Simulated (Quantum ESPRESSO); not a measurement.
The system is PtS2.

```
Pt S
1.0
     3.54320    0.00000    0.00000
    -1.77160    3.06850    0.00000
     0.00000    0.00000    5.03880
Pt S
1 2
Cartesian
  0.0000 0.0000 0.0000
  1.7716 1.0228 3.8950
  0.0000 2.0457 1.1438
```

Base run:

| Item | Value |
| --- | --- |
| Program | Quantum ESPRESSO 7.5 |
| Functional | PBEsol |
| Potentials or basis | GBRV 1.5 PBEsol |
| Cutoff | 612 eV |
| Density cutoff | 4898 eV |
| k mesh | 9 × 9 × 5 |
| Occupations | fermi-dirac, width 0.05 eV |
| Spin | no spin polarisation |
| Hubbard terms | Pt d U = 8 eV |

Its results: band gap on the k mesh 0.76 eV, indirect (least direct gap 0.91 eV); pressure 7.0 GPa; largest force 1.088 eV/Å.

The run is repeated on the same cell with these changes: hubbard terms from Pt d U = 8 eV to Pt d U = 5 eV. What comes out?

Band gap on the k mesh 0.86 eV, indirect (least direct gap 0.97 eV); pressure 6.6 GPa; largest force 1.035 eV/Å.

Caveats: spin-orbit coupling is left out, which moves the levels of the heavy elements; an odd mesh through Γ misses points on the zone boundary, where band edges often lie; forces of over 1 eV/Å show positions far from the minimum, so gaps and moduli don't describe the material at rest.
